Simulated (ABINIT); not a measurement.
Runs of ABINIT 10.8.3 (patched build) on MoS2. The cell holds a slab with vacuum, 3 atoms: a = 3.184 Å, b = 3.184 Å, c = 17.335 Å, α = 90.00°, β = 90.00°, γ = 120.00°. 

```tsv
task	level	potentials or basis	cell	k mesh	cutoff (eV)	cell freedom (optcell)	cutoff smearing ecutsm (Ha)	optimiser (ionmov)	force stop (Ha/bohr)	fine-grid cutoff	gap on the mesh (eV)	relaxed volume (Å³/atom)	largest force (eV/Å)
relaxation of cell and atoms	LDA	JTH PAW LDA v2.0	relaxed	10 × 10 × 2	544	2	0.5	22	0.0005	1088.46 eV	(c)	48.27	-
relaxation of cell and atoms	PBEsol	JTH PAW PBE v2.0	relaxed	8 × 8 × 2	544	2	0.5	22	0.0005	1088.46 eV	(a)	49.19	-
relaxation of cell and atoms	LDA	JTH PAW LDA v2.0	relaxed	10 × 10 × 2	544	2	0.5	2	0.0005	1088.46 eV	2.10	48.81	0.02
band structure	LDA	JTH PAW LDA v2.0	as given	10 × 10 × 2	544	-	-	-	-	1088.46 eV	1.74	-	(b)
band structure	r2SCAN	JTH PAW PBE v2.0	as given	10 × 10 × 2	653	-	-	-	-	1251.72 eV	1.82	-	0.07
```

Alike in all rows: no spin polarisation; smearing fermi-dirac 0.05 eV.

Task: Fill in the values left out.

Result: (a) 2.08; (b) 0.39; (c) 2.11.

Caveats: the PAW data sets were made with another functional, which shifts forces and pressure a little (some runs); meta-GGAs are numerically delicate in the vacuum of a slab (some runs).

A k mesh can miss the band edges, and the runs leave out spin-orbit coupling on Mo.
